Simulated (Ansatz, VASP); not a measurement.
# SiC: VASP beside Ansatz

The input INCAR:

```
PREC = Accurate
ENCUT = 520
EDIFF = 1E-6
ISMEAR = 0
SIGMA = 0.1
LREAL = False
LASPH = True
NELM = 80
ALGO = Normal
ISIF = 2
LWAVE = False
LCHARG = True
GGA = PE
LELF = True
LVHAR = True
NBANDS = 16
```

File KPOINTS:

```
Automatic mesh
0
Gamma
  6 6 4
```

Contents of POSCAR:

```
SiC
1.0
    3.0735139282      0.0000000000      0.0000000000
   -1.5367569641      2.6617411407      0.0000000000
    0.0000000000      0.0000000000      5.0452477100
Si C
2 2
Direct
    0.3333333300      0.6666666700      0.4996024000
    0.6666666700      0.3333333300      0.9996024000
    0.3333333300      0.6666666700      0.8753976000
    0.6666666700      0.3333333300      0.3753976000
```

Input for Ansatz:

```yaml
crystal:
  lattice:
    - [3.0735139282, 0.0, 0.0]
    - [-1.5367569641, 2.6617411407, 0.0]
    - [0.0, 0.0, 5.04524771]
  atoms:
    - { symbol: Si, position: [0.33333333, 0.66666667, 0.4996024] }
    - { symbol: Si, position: [0.66666667, 0.33333333, 0.9996024] }
    - { symbol: C, position: [0.33333333, 0.66666667, 0.8753976] }
    - { symbol: C, position: [0.66666667, 0.33333333, 0.3753976] }
basis:
  ecutwfc: 420
kpoints:
  mp_grid: { grid: [6, 6, 4] }
hamiltonian:
  xc: pbe
scf:
  occupations: { method: gaussian, width: 0.1 }
output:
  forces: true
  stress: true
  eigenvalues: true
```

The cell is a database's computed one.

Alike in both runs: task single point; functional PBE; k mesh 6 × 6 × 4; occupations gaussian, width 0.1 eV; no spin polarisation.

```csv
,VASP,Ansatz
version,VASP 6.6.1,Ansatz 0.2.0
potentials or method,"VASP PAW PBE potentials, release 64 (Si, C)","scalar-relativistic, plane waves, PAW"
plane-wave cutoff (eV),520,420
valence electrons in the cell,16,16
```

```csv
,VASP,Ansatz,Ansatz less VASP
gap on the k mesh at the Fermi level (eV),2.27,2.27,+0.004
least direct gap on the mesh (eV),3.98,3.98,+0.004
pressure (GPa),3.9,3.9,+0.06
largest component of the traceless stress (GPa),0.24,0.25,+0.012
rms of the force components (eV/Å),0.003,0.003,0.0000
```

Atom by atom the forces differ by 0.000 eV/Å (rms over components).

A k mesh can miss the band edges. As with any semilocal functional, this PBE gap is likely too small.
